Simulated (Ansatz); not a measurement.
Here is an Ansatz 0.2.0 calculation.

The input input.yaml:

```yaml
crystal:
  lattice:
    - [2.9217699809, 0.0, 0.0]
    - [-1.4608849905, 2.5303270275, 0.0]
    - [0.0, 0.0, 5.916515]
  atoms:
    - { symbol: Ta, position: [0.0, 0.0, 0.5] }
    - { symbol: Ta, position: [0.0, 0.0, 0.0] }
    - { symbol: "N", position: [0.3333333333, 0.6666666667, 0.25] }
    - { symbol: "N", position: [0.6666666667, 0.3333333333, 0.75] }
hamiltonian:
  xc: pbe
  pseudopotentials: { kind: paw }
kpoints:
  mp_grid: { grid: [10, 10, 5] }
scf:
  occupations: { method: gaussian, width: 0.022 }
output:
  forces: true
  stress: true
  eigenvalues: true
```

Potentials or basis: Ansatz PAW.

Run with:

```sh
$ ansatz run input.yaml --threads 2 --pin off --max-ram 5632MiB --backend cpu --events-out ev --progress --plain --runs-dir out
```

Q: What does it give for the pressure?

A: -1.1 GPa.

Q: Predict the band gap on the k mesh.

A: None (metal or under the smearing width).

Stress tensor (GPa, compression positive):
```
-1.11  0.00  0.00
 0.00 -1.11  0.00
 0.00  0.00 -0.97
```

Caveat: the pressure holds a Pulay correction of +0.4 GPa for the finite cutoff. Spin-orbit coupling is left out, which matters for the levels of Ta.
